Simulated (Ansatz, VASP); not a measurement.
## Two plane-wave programs on Au

```
Au
1.0
     2.94020    0.00000    0.00000
     0.00000    2.94020    0.00000
     0.00000    0.00000   19.61292
Au
3
Direct
  0.50000 0.50000 0.20395
  0.00000 0.00000 0.30880
  0.50000 0.50000 0.41365
```

Alike in both runs: task single point; functional PBE; k mesh 9 × 9 × 1; occupations gaussian, width 0.1 eV; no spin polarisation.

|  | VASP | Ansatz |
| --- | --- | --- |
| version | VASP 6.6.1 | Ansatz 0.2.0 |
| potentials or method | VASP PAW PBE potentials, release 64 (Au) | scalar-relativistic, plane waves, PAW |
| plane-wave cutoff (eV) | 520 | 420 |
| valence electrons in the cell | 33 | 57 |

|  | VASP | Ansatz | Ansatz less VASP |
| --- | --- | --- | --- |
| gap on the k mesh at the Fermi level (eV) | none | none | - |
| rms of the force components (eV/Å) | 0.036 | 0.034 | -0.0027 |

Atom by atom the forces differ by 0.003 eV/Å (rms over components). A gap of «none» marks a metal or a gap that the smearing closes. With one functional, cell and mesh, what is left measures potentials, basis and numerics. The two sets of potentials don't hold the same shells in valence.

Spin-orbit coupling is left out, which matters for the levels of Au.
